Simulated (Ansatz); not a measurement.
Consider the following.

Starting cell, BaF$_{2}$ (fluorite):

```
BaF2
1.0
    0.00000     3.12321     3.12321
    3.12321     0.00000     3.12321
    3.12321     3.12321     0.00000
Ba F
1 2
Direct
  0.00000   0.00000   0.00000
  0.25000   0.25000   0.25000
  0.75000   0.75000   0.75000
```

In this cell atom 3 (F, nearest neighbour Ba at 2.705 Å; its periodic images, 4.4 Å or more away, move with it) is moved by s along Cartesian z, unit vector (0.000, 0.000, 1.000); all other atoms and the cell stay fixed.

Level of theory: PBE (plane waves to 420 eV, PAW, scalar-relativistic; Ansatz, an electronic-structure program). k mesh 7×7×7 (Γ-centred), Fermi-Dirac smearing 0.05 eV. Energies are smeared free energies. BaF2 was relaxed with its symmetry unable to fall. ΔE is measured from the undisplaced structure.

The scan covers s from -0.810 to 0.810 Å in 11 points.

Question: Is the energy the same for equal positive and negative displacements?

Answer: Even: the same for both signs. With its periodic images moving along, the atom's site symmetry in this cell is -43m.

Question: What force acts on the atom along the line at s = -0.810 Å?

Answer: 2.74 eV/Å.

Question: What is the force constant k = d²E/ds² of this move at s = 0?

Answer: 2.58 eV/Å².

(A displaced cell: forces are minus the slopes of the energy, force constants its curvatures, and phonons follow from these.)
